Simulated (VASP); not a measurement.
Input of a VASP 6.6.1 run:

The input INCAR:

```
ALGO = Fast
DIPOL = 0.5 0.5 0.276
EDIFF = 1E-7
ENCUT = 520
GGA = PE
IDIPOL = 3
ISIF = 2
ISMEAR = 0
IVDW = 12
LASPH = T
LCHARG = F
LDIPOL = T
LREAL = F
LWAVE = F
NBANDS = 12
NELM = 60
PREC = Accurate
SIGMA = 0.05
```

KPOINTS

```
k-points
0
Gamma
  9 9 1
```

POSCAR

```
P
1.0
    3.2540552129      0.0000000000      0.0000000000
   -1.6270276064      2.8180944797      0.0000000000
    0.0000000000      0.0000000000     16.7452459544
P
2
Direct
    0.3333333333      0.6666666667      0.3132379165
    0.6666666667      0.3333333333      0.2388737682
```

Potentials or basis: VASP PAW PBE potentials, release 64 (P).

Run with:

```console
$ cat potpaw_PBE.64/P/POTCAR > POTCAR
$ mpirun -np 1 vasp_std > vasp.out
```

Predict the band gap on the k mesh.

2.00 eV, indirect (least direct gap 2.27 eV).

Predict the dispersion energy per atom.

-0.214 eV.

What does it give for the largest force?

0.091 eV/Å.

Forces on the atoms (eV/Å):
```
P    0.000  0.000 -0.091
P    0.000  0.000  0.091
```
